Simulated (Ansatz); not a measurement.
InP: frozen-core PAW against all-electron methods

```
CELL_PARAMETERS angstrom
0.00000 2.85500 2.82645
2.85500 0.00000 2.82645
2.85500 2.85500 0.00000
ATOMIC_POSITIONS crystal
In 0.00000 0.00000 0.00000
P 0.50000 0.50000 0.50000
```

Atom numbers follow the list: In1, P2.

The cell comes from COD entry 1538565, which wasn't checked; take it as a given geometry. The listed cell was then made from it by scaling, straining or moving an atom.

Spin–orbit coupling is left out, though it moves levels of the heavy atoms by tenths of an eV or more.

All numbers are computed: DFT, PBEsol, PAW with Ansatz's default frozen-core files, scalar-relativistic (Ansatz 0.2.0); DFT, PBEsol, all-electron PAW with datasets made for the crystal, scalar-relativistic (Ansatz 0.2.0); DFT, PBEsol, all-electron LAPW, scalar-relativistic (Ansatz 0.2.0).

For PAW: a Γ-centred 11×11×11 k mesh, Fermi–Dirac smearing of 0.03 eV, cutoff 420 eV, no spin polarisation; the PAW files were made with PBE, and the program remakes their frozen cores for this functional. The crystal-made all-electron datasets (AE datasets) take a cutoff of 240 eV at this cell. LAPW targets a basis error of 0.25 meV/atom. The Ansatz runs share mesh, smearing and spin set-up. Plane-wave (PAW) pressures include the program's estimate of the Pulay term.

Stress and pressure are positive in compression.

Spin–orbit coupling is left out, which moves gradients at and beside heavy atoms by some per cent and at worst by a factor of two.

In a metal, gradients converge slowly with the k mesh: the values move by tens of per cent from one mesh to another, at times in sign, so only the comparison on one mesh counts.

| quantity | PAW | AE datasets | LAPW |
| --- | --- | --- | --- |
| pressure (GPa) | -7.81 | -7.80 | -7.80 |
| stress xx (GPa) | -8.08 | -8.07 | -8.07 |
| stress zz (GPa) | -7.27 | -7.25 | -7.25 |
| field gradient Vzz at In1 (10²¹ V/m²) | -0.92 | -0.92 | – |
